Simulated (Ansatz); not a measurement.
Method: DFT PBE, scalar-relativistic, plane waves, PAW in Ansatz 0.2.0. Settings: cutoff 420 eV, Γ-centred meshes spaced at most about 0.3 Å⁻¹, and about 0.25 Å⁻¹ or finer for metals (2π included), Gaussian smearing. No spin polarisation.

Temperature and zero-point effects are left out.

Compare these two cells of Ge4N3, each relaxed at this level.

A.

```yaml
crystal:
  lattice:
    - [-2.55848, 2.55848, 4.35938]
    - [2.55848, -2.55848, 4.35938]
    - [2.55848, 2.55848, -4.35938]
  atoms:
    - { symbol: Ge, position: [0.10548, 0.10548, 0.44744] }
    - { symbol: Ge, position: [0.65804, 0.65804, 0.55256] }
    - { symbol: Ge, position: [0.89452, 0.34196, 0.00000] }
    - { symbol: Ge, position: [0.34196, 0.89452, 0.00000] }
    - { symbol: N, position: [0.00000, 0.00000, 0.00000] }
    - { symbol: N, position: [0.00000, 0.50000, 0.50000] }
    - { symbol: N, position: [0.50000, 0.00000, 0.50000] }
```

B.

```yaml
crystal:
  lattice:
    - [4.53437, 0.00000, 0.00000]
    - [0.00000, 4.53437, 0.00000]
    - [0.00000, 0.00000, 4.53437]
  atoms:
    - { symbol: Ge, position: [0.72263, 0.27737, 0.27737] }
    - { symbol: Ge, position: [0.27737, 0.72263, 0.27737] }
    - { symbol: Ge, position: [0.27737, 0.27737, 0.72263] }
    - { symbol: Ge, position: [0.72263, 0.72263, 0.72263] }
    - { symbol: N, position: [0.00000, 0.00000, 0.50000] }
    - { symbol: N, position: [0.50000, 0.00000, 0.00000] }
    - { symbol: N, position: [0.00000, 0.50000, 0.00000] }
```

Question: Which form is favoured at zero pressure, and by what margin per atom?

Answer: B is lower, by 181 meV/atom. A has space group I-42m (No. 121), 16.3 Å³/atom and no gap on its mesh; B has space group P-43m (No. 215), 13.3 Å³/atom and no gap. Even the lower one lies +0.33 eV/atom against the reference forms of the elements (uncorrected), so neither is stable at this level. In A, around Ge lie 1 N at 1.92 Å and 2 N at 2.09 Å; N on a site of symmetry -42m is surrounded by 4 Ge at 1.92 Å and 4 N at 2.56 Å; N on a site of symmetry 222 is surrounded by 4 Ge at 2.09 Å and 2 N at 2.56 Å. In B, around Ge lie 3 N at 2.05 Å; N is surrounded by 4 Ge at 2.05 Å. Both come from invented guesses. The lowest form computed isn't among them: it has space group R3m (No. 160), 16.3 Å³/atom and lies 153 meV/atom below the best shown.

Weakly bound directions are ill-defined at this level, which has no dispersion term (I-42m), and this can change margins and order among such cells. In I-42m, P-43m an odd number of electrons in the primitive cell allows no gap without spin; a larger cell or a magnetic state could open one. Cells relaxed within their symmetry can be saddle points. Some structure types and database cells were kept out of the candidates from the start, so a known form may be missing.
